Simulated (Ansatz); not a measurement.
# Dielectric response of CaS (001) films, part 3 of 3

How well do thin rocksalt CaS (001) films screen a perpendicular field?

Ansatz 0.2.0; plane-wave DFT, PBEsol, Ansatz PAW.

So far. Step 24 (Relaxing in the field, 16 atoms, units 8, field 0.05 …): The dipole is 0.0953 e·Å, and the gap on the mesh 2.228 eV. Step 25 (Field on, atoms free, 16 atoms, units 8, field -0.05 …): The dipole is -0.0953 e·Å, and the gap on the mesh 2.228 eV.

### Step 26. Response with the atoms relaxed, 16 atoms, units 8

This step: plane-wave DFT, PBEsol, Ansatz PAW; response to a field along the normal, atoms relaxed (Ansatz 0.2.0).

Local field over the applied field, running mean. From the potentials at -0.05 and 0.05 V/Å; running mean over 2.845 Å, taken twice. Table of local field over applied field by z:

```
z (Å)  local field over applied field
    5                           0.975
    6                           0.870
    7                           0.663
    8                           0.366
    9                           0.155
   10                          0.0422
   11                          0.0641
   12                          0.0845
   13                           0.108
   14                          0.0950
   15                          0.0855
   16                          0.0826
   17                          0.0868
   18                          0.0912
   19                          0.0929
   20                          0.0910
   21                          0.0868
   22                          0.0822
   23                          0.0862
   24                          0.0953
   25                           0.109
   26                          0.0801
   27                          0.0622
   28                          0.0441
   29                           0.173
   30                           0.390
   31                           0.685
   32                           0.881
   33                           0.979
```

The induced dipole is that of a conductor 21.30 Å thick.

### Step 27. Electronic ε from the series

This step: plane-wave DFT, PBEsol, Ansatz PAW; permittivity from the thickness series, atoms held (Ansatz 0.2.0).

Each added layer adds t(1 − 1/ε) to the dipole term, so the slope against thickness gives ε without a choice of where the film ends.

This step gave:

| Item | Value |
| --- | --- |
| slope | 0.8065 |
| intercept of the fit | 2.789 Å |
| ε of the interior | 5.168 |

The equivalent conductor thickness by distance between the outer atoms:

```
distance between the outer atoms (Å)  equivalent conductor thickness (Å)
                                5.66                                7.35
                               11.28                                11.9
                               19.70                                18.7
```

By hand, from the thinnest and the thickest film: slope = (18.680 − 7.353) / (19.700 − 5.656) = 0.807, so ε = 1/(1 − 0.807) = 5.17.

### Step 28. Static ε from the series

This step: plane-wave DFT, PBEsol, Ansatz PAW; permittivity from the thickness series, atoms relaxed (Ansatz 0.2.0).

The same fit for the relaxed films. The nearer its slope lies to 1, the more ε hangs on small errors.

This step gave:

| Quantity | Value |
| --- | --- |
| slope | 0.9068 |
| intercept of the fit | 3.426 Å |
| ε of the interior | 10.73 |

Equivalent conductor thickness against distance between the outer atoms:

```
distance between the outer atoms (Å)  equivalent conductor thickness (Å)
                                5.66                                8.57
                               11.28                                13.6
                               19.70                                21.3
```

By hand, from the thinnest and the thickest film: slope = (21.298 − 8.567) / (19.700 − 5.656) = 0.907, so ε = 1/(1 − 0.907) = 10.7. One nm of such a film has the capacitance of 3.9/10.7 = 0.36 nm of SiO₂ (its equivalent oxide thickness).

### Step 29. The same run with other settings: crystal.symmetry = {"detect": false}

This step: plane-wave DFT, PBEsol, Ansatz PAW (Ansatz 0.2.0).

System of this step: CaS (001), 3 units. The cell holds 6 atoms: 3 Ca and 3 S. Its edges and angles: a = 4.023 Å, b = 4.023 Å, c = 23.690 Å, α = 90.0°, β = 90.0°, γ = 90.0°. It derives from CaS (rocksalt CaS). Vacuum lies along c.

A run with a changed input: it repeats the earlier run at 0.1 V/Å, 3 units with crystal.symmetry to detect: false.

Input file input.yaml:

```yaml
crystal:
  lattice:
    - [4.02343758, 0.0, 0.0]
    - [0.0, 4.02343758, 0.0]
    - [0.0, 0.0, 23.69]
  atoms:
    - { symbol: Ca, position: [0.5, 0.5, 0.3843851064] }
    - { symbol: S, position: [0.0, 0.0, 0.3806345789] }
    - { symbol: Ca, position: [0.0, 0.0, 0.4999999993] }
    - { symbol: S, position: [0.5, 0.5, 0.4999999989] }
    - { symbol: Ca, position: [0.5, 0.5, 0.6156148938] }
    - { symbol: S, position: [0.0, 0.0, 0.6193654227] }
  symmetry: { detect: false }
kpoints:
  mp_grid: { grid: [8, 8, 1] }
hamiltonian:
  xc: pbesol
scf:
  occupations: { method: fixed }
  convergence: { dr2_threshold: 1.0e-10 }
efield:
  axis: 3
  dipole_correction: true
  ramp_position: 0.97
  ramp_width: 0.06
  amplitude: 0.1
output:
  write_potential: true
  write_density: true
  volumetric_format: npy
```

Started as:

```bash
$ ansatz run input.yaml --threads 4 --pin off --max-ram 12288MiB --backend cpu --events-out ev --progress --plain --runs-dir out
```

Wall time 15 s (4 threads of Arm Neoverse V1, shared host); peak memory 0.8 GiB; 60 s of CPU time.

Numbers from this step:

- gap on the k-mesh: 2.388 eV
- dipole along the normal: 0.06578 e·Å

```
                     quantity  this run  earlier run  difference
dipole along the normal (e·Å)   0.06578      0.06578     -6.4e-9
       gap on the k-mesh (eV)     2.388        2.388     -2.7e-8
```

Nothing in the table moves by 0.01 in its unit (for the dipole 0.5 % and 5e-5 e·Å).

### Step 30. The same run with other settings

Another changed input: it repeats the earlier run at 0.1 V/Å, 3 units with scf.occupations.method from fixed to fermi_dirac and scf.occupations.width to 0.01.

input.yaml: that of step 29 with these lines changed.

```diff
@@ -12,3 +12,2 @@
     - { symbol: S, position: [0.0, 0.0, 0.6193654227] }
-  symmetry: { detect: false }
 kpoints:
@@ -18,3 +17,3 @@
 scf:
-  occupations: { method: fixed }
+  occupations: { method: fermi_dirac, width: 0.01 }
   convergence: { dr2_threshold: 1.0e-10 }
```

Run time: 7 s. Hardware: 4 threads; peak memory 0.66 GiB.

```
                     quantity  this run  earlier run  difference
dipole along the normal (e·Å)   0.06578      0.06578     -1.5e-7
       gap on the k-mesh (eV)     2.388        2.388      1.5e-6
```

Nothing in the table moves by 0.01 in its unit (for the dipole 0.5 % and 5e-5 e·Å). The run took 11 SCF cycles against 13.

### Step 31. Results

| Item | Value |
| --- | --- |
| electronic ε from the thickness series | 5.17 |
| static ε from the thickness series | 10.7 |
| local electronic ε, middle of 8 units | 5.19 |

**Reading.** The films give an electronic ε of 5.17 and a static ε of 10.7. The slope of the series and the field inside the thickest film give 5.17 and 5.19, in agreement. Ions raise ε from 5.17 to 10.7. The in-plane lattice constants are held at typed bulk values. Semilocal functionals tend to overestimate the electronic ε a little.

[Logs are printed without paths, hosts, clocks, repeated set-up lines and the standing remarks that a program may print on its own settings, such as how far it seeks lower states.]

[Hosts, paths, dates, database ids (printed as entryN), source tags and the programs' standing remarks are cut or masked in the printed files.]

[Maps of the electrostatic potential energy from Ansatz leave out the sawtooth potential of an applied field or a dipole correction, so their vacuum need not be flat; planar profiles and work functions include it.]
